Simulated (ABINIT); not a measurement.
# Sb (I4/mmm) in ABINIT: band structure with PBEsol

Aim: the band structure of Sb with PBEsol.

Program: ABINIT 10.8.3 (patched build). These are calculated values, not measurements. Logs are shortened: lines on timing, memory, paths and dates and some standing lists are left out, and cuts for length are marked. The log counts tension as positive stress, the text compression.

## Step 1: The crystal as given

The structure is tetragonal, space group I4/mmm (No. 139). The conventional cell has a = 3.153 Å, b = 3.153 Å, c = 5.424 Å, α = 90.00°, β = 90.00°, γ = 90.00°. Sb (site symmetry 4/mmm) has 12 Sb at 3.15 to 3.51 Å as nearest neighbours.

This isn't the form of Sb at room conditions, which is rhombohedral.

## Step 2: Band structure, PBEsol

The input, run.abi:

```
ndtset 2

pp_dirpath "./"
pseudos "Sb.upf"

acell 3*1.0
rprim
    -2.9792291705     2.9792291705     5.1248209020
     2.9792291705    -2.9792291705     5.1248209020
     2.9792291705     2.9792291705    -5.1248209020
ntypat 1
znucl 51
natom 1
typat 1
xred
     0.0000000000     0.0000000000     0.0000000000

ecut 40.0

ixc -116133

occopt 3
tsmear 0.00183747

nstep 100

iomode 3
prtwf 0
prteig 0
prtebands 0
enunit 1
prtden1 1
prtvha1 1
prtvclmb1 1
prtpot1 1
prtelf1 1

kptopt1 1
ngkpt1 12 12 12
nshiftk1 1
shiftk1 0.0 0.0 0.0
nband1 12
tolvrs1 1.0e-10

iscf2 -2
getden2 1
nband2 18
nbdbuf2 4
tolwfr2 1.0e-11
kptopt2 -10
ndivsm2 5
prteig2 1
prtvol2 -3
kptbounds2
     0.0000000000     0.0000000000     0.0000000000
     0.0000000000     0.0000000000     0.5000000000
    -0.1689742169     0.1689742169     0.5000000000
    -0.3344871084     0.3344871084     0.3344871084
     0.0000000000     0.0000000000     0.0000000000
     0.5000000000     0.5000000000    -0.5000000000
     0.3344871084     0.6655128916    -0.3344871084
     0.0000000000     0.5000000000     0.0000000000
     0.2500000000     0.2500000000     0.2500000000
     0.5000000000     0.5000000000    -0.1689742169
     0.5000000000     0.5000000000    -0.5000000000
```

Potentials or basis: PseudoDojo NC SR PBEsol v0.4.1 standard.

Run with:

```bash
$ abinit run.abi > log 2>&1
```

run.abo:

```text
.Version 10.8.3 of ABINIT
 DATASET    1 : space group I4/m m m (#139); Bravais tI (body-center tetrag.)
================================================================================
 Values of the parameters that define the memory need for DATASET  1.
     intxc =       0    ionmov =       0      iscf =       7    lmnmax =       6
     lnmax =       6     mgfft =      40  mpssoang =       3    mqgrid =    3001
     natom =       1  nloc_mem =       1    nspden =       1   nspinor =       1
    nsppol =       1      nsym =      16    n1xccc =    2501    ntypat =       1
    occopt =       3   xclevel =       2
       mpw =        2222          nfft =       64000          nkpt =         163
================================================================================
================================================================================

 DATASET    2 : space group I4/m m m (#139); Bravais tI (body-center tetrag.)
================================================================================
 Values of the parameters that define the memory need for DATASET  2.
     intxc =       0    ionmov =       0      iscf =      -2    lmnmax =       6
     lnmax =       6     mgfft =      40  mpssoang =       3    mqgrid =    3001
     natom =       1  nloc_mem =       1    nspden =       1   nspinor =       1
    nsppol =       1      nsym =      16    n1xccc =    2501    ntypat =       1
    occopt =       3   xclevel =       2
       mpw =        2225          nfft =       64000          nkpt =          96
================================================================================
================================================================================

--------------------------------------------------------------------------------
------------- Echo of variables that govern the present computation ------------
--------------------------------------------------------------------------------
 -outvars: echo values of preprocessed input variables --------
            acell      1.0000000000E+00  1.0000000000E+00  1.0000000000E+00 Bohr
              amu      1.21753000E+02
             ecut      4.00000000E+01 Hartree
           enunit           1
           getden1          0
           getden2          1
             iscf1          7
             iscf2         -2
              ixc     -116133
           jdtset        1    2
           kptopt1          1
           kptopt2        -10
         kptrlatt       12    0    0      0   12    0      0    0   12
          kptrlen1     7.15015001E+01
          kptrlen2     3.00000000E+01
            natom           1
            nband1         12
            nband2         18
           nbdbuf1          0
           nbdbuf2          4
           ndtset           2
           ndivsm1          0
           ndivsm2          5
            ngfft          40      40      40
             nkpt1        163
             nkpt2         96
            nstep         100
             nsym          16
           ntypat           1
           occopt           3
        prtebands           0
           prteig1          0
           prteig2          1
           prtelf1          1
           prtelf2          0
           prtpot1          1
           prtpot2          0
         prtvclmb1          1
         prtvclmb2          0
           prtvha1          1
           prtvha2          0
           prtvol1          0
           prtvol2         -3
            prtwf           0
            rprim     -2.9792291705E+00  2.9792291705E+00  5.1248209020E+00
                       2.9792291705E+00 -2.9792291705E+00  5.1248209020E+00
                       2.9792291705E+00  2.9792291705E+00 -5.1248209020E+00
           shiftk1     0.00000000E+00  0.00000000E+00  0.00000000E+00
           shiftk2     5.00000000E-01  5.00000000E-01  5.00000000E-01
          spgroup         139
           tolvrs1     1.00000000E-10
           tolvrs2     0.00000000E+00
           tolwfr1     0.00000000E+00
           tolwfr2     1.00000000E-11
           tsmear      1.83747000E-03 Hartree
            typat      1
            znucl       51.00000

================================================================================

 chkinp: Checking input parameters for consistency, jdtset=   1.

[... 140 lines left out ...]
'-kT*entropy'       : -2.02499477047595E-04
total_energy        : -9.07738997964285E+01
total_energy_eV     : -2.47008364841459E+03
band_energy         : -7.27167473037430E+00
...

 Cartesian components of stress tensor (hartree/bohr^3)
  sigma(1 1)=  3.73579264E-05  sigma(3 2)=  0.00000000E+00
  sigma(2 2)=  3.73579264E-05  sigma(3 1)=  0.00000000E+00
  sigma(3 3)=  5.77566007E-05  sigma(2 1)=  0.00000000E+00

-Cartesian components of stress tensor (GPa)         [Pressure= -1.2992E+00 GPa]
- sigma(1 1)=  1.09910814E+00  sigma(3 2)=  0.00000000E+00
- sigma(2 2)=  1.09910814E+00  sigma(3 1)=  0.00000000E+00
- sigma(3 3)=  1.69925786E+00  sigma(2 1)=  0.00000000E+00

================================================================================
== DATASET  2 ==================================================================

--- !DatasetInfo
iteration_state: {dtset: 2, }
dimensions: {natom: 1, nkpt: 96, mband: 18, nsppol: 1, nspinor: 1, nspden: 1, mpw: 2225, }
cutoff_energies: {ecut:  40.0, pawecutdg:  -1.0, }
electrons: {nelect:   1.50000000E+01, charge:   0.00000000E+00, occopt:   3.00000000E+00, tsmear:   1.83747000E-03, }
meta: {optdriver: 0, ionmov: 0, optcell: 0, iscf: -2, paral_kgb: 0, }
...

 mkfilename : getden/=0, take file _DEN from output of DATASET   1.

 Real(R)+Recip(G) space primitive vectors, cartesian coordinates (Bohr,Bohr^-1):
 R(1)= -2.9792292  2.9792292  5.1248209  G(1)=  0.0000000  0.1678286  0.0975644
 R(2)=  2.9792292 -2.9792292  5.1248209  G(2)=  0.1678286  0.0000000  0.0975644
 R(3)=  2.9792292  2.9792292 -5.1248209  G(3)=  0.1678286  0.1678286  0.0000000
 Unit cell volume ucvol=  1.8194767E+02 bohr^3
 Angles (23,13,12)=  1.26633590E+02  1.26633590E+02  7.88492627E+01 degrees

 getcut: wavevector=  0.0000  0.0000  0.0000  ngfft=  40  40  40
         ecut(hartree)=     40.000   => boxcut(ratio)=   2.11774
--------------------------------------------------------------------------------

================================================================================
 Non-SCF case, kpt    1 (  0.00000  0.00000  0.00000), residuals and eigenvalues=
  7.83E-12  2.76E-12  2.80E-12  3.28E-12  3.24E-12  8.15E-12  4.35E-12  1.88E-12
  9.39E-12  6.46E-12  5.24E-12  8.73E-12  3.71E-12  4.71E-12  9.11E-12  4.08E-12
  5.85E-09  4.11E-06
 -7.8004E-01 -7.7858E-01 -7.7723E-01 -7.7723E-01 -7.7511E-01 -1.8021E-01
  4.6600E-01  4.9559E-01  4.9559E-01  6.6209E-01  6.9723E-01  7.0370E-01
  7.1309E-01  7.1309E-01  7.2932E-01  7.4641E-01  9.7731E-01  9.7731E-01
 Non-SCF case, kpt    2 (  0.00000  0.00000  0.03333), residuals and eigenvalues=
  5.84E-12  7.11E-12  8.15E-12  5.61E-12  7.37E-12  4.70E-12  9.02E-12  6.20E-12
  9.95E-12  6.76E-12  4.04E-12  5.66E-12  2.37E-12  3.77E-12  7.02E-12  7.90E-12
  3.45E-09  4.22E-06
 -7.7996E-01 -7.7855E-01 -7.7725E-01 -7.7722E-01 -7.7514E-01 -1.7898E-01
  4.6371E-01  4.8801E-01  4.9017E-01  6.7162E-01  6.7201E-01  6.9961E-01
  7.0497E-01  7.4064E-01  7.4860E-01  7.5303E-01  9.4221E-01  9.7879E-01
[... 644 lines left out ...]
 Non-SCF case, kpt   95 (  0.50000  0.50000 -0.46690), residuals and eigenvalues=
  3.96E-12  3.08E-12  3.24E-12  1.43E-12  3.42E-12  3.84E-12  8.48E-12  4.45E-12
  3.22E-12  6.96E-12  6.64E-12  4.62E-12  3.91E-12  4.31E-12  7.76E-10  3.25E-10
  3.38E-10  4.47E-10
 -7.8064E-01 -7.7893E-01 -7.7540E-01 -7.7537E-01 -7.7467E-01 -4.4014E-02
  8.9027E-02  3.6588E-01  3.6713E-01  5.2875E-01  5.3192E-01  1.0783E+00
  1.0834E+00  1.1019E+00  1.1232E+00  1.1254E+00  1.1326E+00  1.1355E+00
 Non-SCF case, kpt   96 (  0.50000  0.50000 -0.50000), residuals and eigenvalues=
  5.21E-12  2.61E-12  2.20E-12  3.33E-12  4.41E-12  6.37E-12  4.31E-12  8.99E-12
  9.56E-12  4.74E-12  4.43E-12  6.91E-12  6.11E-12  3.60E-12  1.73E-09  1.82E-09
  9.28E-10  3.86E-08
 -7.8072E-01 -7.7896E-01 -7.7536E-01 -7.7536E-01 -7.7464E-01 -4.4954E-02
  8.7710E-02  3.7438E-01  3.7438E-01  5.1818E-01  5.2219E-01  1.1046E+00
  1.1046E+00  1.1048E+00  1.1309E+00  1.1352E+00  1.1406E+00  1.1406E+00

--- !ResultsGS
iteration_state: {dtset: 2, }
comment   : Summary of ground state results
lattice_vectors:
- [ -2.9792292,   2.9792292,   5.1248209, ]
- [  2.9792292,  -2.9792292,   5.1248209, ]
- [  2.9792292,   2.9792292,  -5.1248209, ]
lattice_lengths: [   6.63441,    6.63441,    6.63441, ]
lattice_angles: [126.634, 126.634,  78.849, ] # degrees, (23, 13, 12)
lattice_volume:   1.8194767E+02
convergence: {deltae:  0.000E+00, res2:  0.000E+00, residm:  1.000E-11, diffor:  0.000E+00, }
etotal    :  -9.07738998E+01
entropy   :   0.00000000E+00
fermie    :   2.96216270E-01
cartesian_stress_tensor: null
pressure_GPa: null
xred      :
- [  0.0000E+00,   0.0000E+00,   0.0000E+00, Sb]
cartesian_forces: null
force_length_stats: {min: null, max: null, mean: null, }
...

 Integrated electronic density in atomic spheres:
 ------------------------------------------------
 Atom  Sphere_radius  Integrated_density
    1        2.00000         11.17273515
================================================================================

 ----iterations are completed or convergence reached----

 Mean square residual over all n,k,spin=   48.675E-13; max=  99.999E-13
 reduced coordinates (array xred) for    1 atoms
       0.000000000000      0.000000000000      0.000000000000

 cartesian coordinates (angstrom) at end:
    1      0.00000000000000     0.00000000000000     0.00000000000000
 length scales=  1.000000000000  1.000000000000  1.000000000000 bohr
              =  0.529177210544  0.529177210544  0.529177210544 angstroms
 Eigenvalues (   eV  ) for nkpt=  96  k points:
 kpt#   1, nband= 18, wtk=  1.00000, kpt=  0.0000  0.0000  0.0000 (reduced coord)
 -21.22587  -21.18624  -21.14961  -21.14961  -21.09179   -4.90378   12.68054   13.48574
  13.48574   18.01629   18.97268   19.14872   19.40422   19.40422   19.84588   20.31076
  26.59398   26.59404
 kpt#   2, nband= 18, wtk=  1.00000, kpt=  0.0000  0.0000  0.0333 (reduced coord)
 -21.22374  -21.18543  -21.15018  -21.14933  -21.09255   -4.87021   12.61825   13.27933
  13.33825   18.27569   18.28638   19.03731   19.18320   20.15376   20.37041   20.49088
  25.63879   26.63425
 kpt#   3, nband= 18, wtk=  1.00000, kpt=  0.0000  0.0000  0.0667 (reduced coord)
 -21.21746  -21.18307  -21.15189  -21.14852  -21.09480   -4.76955   12.43649   12.76529
  12.94132   17.48516   18.67894   18.94863   19.26355   20.97543   21.14452   21.19629
  24.17575   26.75472
 kpt#   4, nband= 18, wtk=  1.00000, kpt=  0.0000  0.0000  0.1000 (reduced coord)
 -21.20729  -21.17929  -21.15469  -21.14721  -21.09848   -4.60192   12.10956   12.15121
  12.38572   16.73848   18.48638   19.34936   19.86895   21.41506   22.14959   22.20668
  23.03552   26.95543
 kpt#   5, nband= 18, wtk=  1.00000, kpt=  0.0000  0.0000  0.1333 (reduced coord)
[... 353 lines left out ...]
   8.92550   16.06667   16.07794   26.34201   26.75138   29.04695   29.60121   29.65414
  30.21053   30.90765
 kpt#  94, nband= 18, wtk=  1.00000, kpt=  0.5000  0.5000 -0.4338 (reduced coord)
 -21.23558  -21.19303  -21.10324  -21.09957  -21.08260   -1.12137    2.52986    9.40166
   9.51205   15.11231   15.15282   27.91003   28.20447   29.63855   30.11446   30.23975
  30.53843   30.78913
 kpt#  95, nband= 18, wtk=  1.00000, kpt=  0.5000  0.5000 -0.4669 (reduced coord)
 -21.24233  -21.19571  -21.09975  -21.09882  -21.07996   -1.19767    2.42254    9.95619
   9.98998   14.38807   14.47441   29.34202   29.48117   29.98288   30.56497   30.62403
  30.82037   30.89915
 kpt#  96, nband= 18, wtk=  1.00000, kpt=  0.5000  0.5000 -0.5000 (reduced coord)
 -21.24459  -21.19662  -21.09857  -21.09857  -21.07906   -1.22326    2.38670   10.18742
  10.18742   14.10030   14.20960   30.05839   30.05839   30.06266   30.77408   30.89027
  31.03616   31.03616

== END DATASET(S) ==============================================================
================================================================================

 -outvars: echo values of variables after computation  --------
            acell      1.0000000000E+00  1.0000000000E+00  1.0000000000E+00 Bohr
           etotal1    -9.0773899796E+01
            fcart1    -0.0000000000E+00 -0.0000000000E+00 -0.0000000000E+00
            rprim     -2.9792291705E+00  2.9792291705E+00  5.1248209020E+00
                       2.9792291705E+00 -2.9792291705E+00  5.1248209020E+00
                       2.9792291705E+00  2.9792291705E+00 -5.1248209020E+00
           strten1     3.7357926431E-05  3.7357926431E-05  5.7756600651E-05
                       0.0000000000E+00  0.0000000000E+00  0.0000000000E+00
 Calculation completed.
```

Wall time 3.7 min (1 thread of Intel Xeon Platinum 8259CL at 2.50GHz (Skylake/Cascade Lake), shared host); peak memory 0.14 GiB.

Results:

```yaml
Free_energy: -2470.0836 eV
Pressure: -1.3 GPa
Band_gap_on_the_k_mesh: none (metal or under the smearing width)
Valence_electrons_inside_the_program's_atomic_spheres: Sb 11.17 (radii [1.0584] Å)
```

Levels at the corners of the path, in eV from the Fermi level:
```tsv
point	band 5	band 6	band 7	band 8	band 9	band 10	band 11	band 12
Γ	-29.15	-12.96	4.62	5.43	5.43	9.96	10.91	11.09
X	-29.09	-6.67	-4.39	-1.01	0.60	3.47	4.42	16.10
Y	-29.14	-7.29	-3.42	-2.25	-1.80	7.38	8.79	17.01
S	-29.17	-8.43	-4.04	-3.92	3.70	7.49	14.85	15.27
Γ	-29.15	-12.96	4.62	5.43	5.43	9.96	10.91	11.09
Z	-29.14	-9.28	-5.67	2.13	2.13	6.04	6.15	22.00
S1	-29.17	-8.43	-4.04	-3.92	3.70	7.49	14.85	15.27
N	-29.14	-9.14	-5.81	1.78	5.36	6.21	10.67	10.68
P	-29.09	-6.58	-3.14	-3.14	-0.63	6.96	8.88	8.88
Y1	-29.14	-7.29	-3.42	-2.25	-1.80	7.38	8.79	17.01
Z	-29.14	-9.28	-5.67	2.13	2.13	6.04	6.15	22.00
```

Caveat: spin-orbit coupling is left out, which moves the levels of the heavy elements.
